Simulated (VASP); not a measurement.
# NaI: single point with PBE

The system is NaI.

```
Na I
1.0
     0.00000    3.41656    2.90408
     3.41656    0.00000    2.90408
     3.41656    3.41656    0.00000
Na I
1 1
Direct
  0.00000 0.00000 0.00000
  0.50000 0.50000 0.50000
```

Measurements of this composition are mostly on another form, of space group No. 225.

| Item | Value |
| --- | --- |
| Program | VASP 6.6.1 |
| Task | single point |
| Functional | PBE |
| Potentials or basis | VASP PAW PBE potentials, release 64 (Na_pv, I) |
| Cutoff | 520 eV |
| k mesh | 8 × 8 × 8 |
| Occupations | gaussian, width 0.05 eV |
| Spin | no spin polarisation |

| Item | Value |
| --- | --- |
| Pressure | 1.7 GPa |
| Band gap on the k mesh | 3.62 eV, direct |

Stress tensor (GPa, compression positive):
```
-0.35  0.00  0.00
 0.00 -0.35  0.00
 0.00  0.00  5.66
```

Levels at points of the mesh, in eV from the valence-band top:
```csv
k point,band 4,band 5,band 6,band 7,band 8,band 9,band 10,band 11
"(0.00, 0.00, 0.00)",-11.12,-0.26,0.00,0.00,3.62,7.65,7.65,8.68
"(0.50, 0.00, 0.00)",-10.79,-2.28,-0.48,-0.28,4.98,6.81,8.33,8.73
"(0.50, 0.50, 0.00)",-10.64,-1.89,-1.06,-1.06,4.50,5.24,10.50,10.87
"(0.50, 0.00, 0.50)",-10.77,-2.00,-0.97,-0.39,4.61,5.74,9.36,10.29
```

Run time: 28 s on 1 thread of Intel(R) Xeon(R) 6975P-C (Granite Rapids) (shared host), peak memory 0.23 GiB.

Caveat: spin-orbit coupling is left out, which moves the levels of the heavy elements.
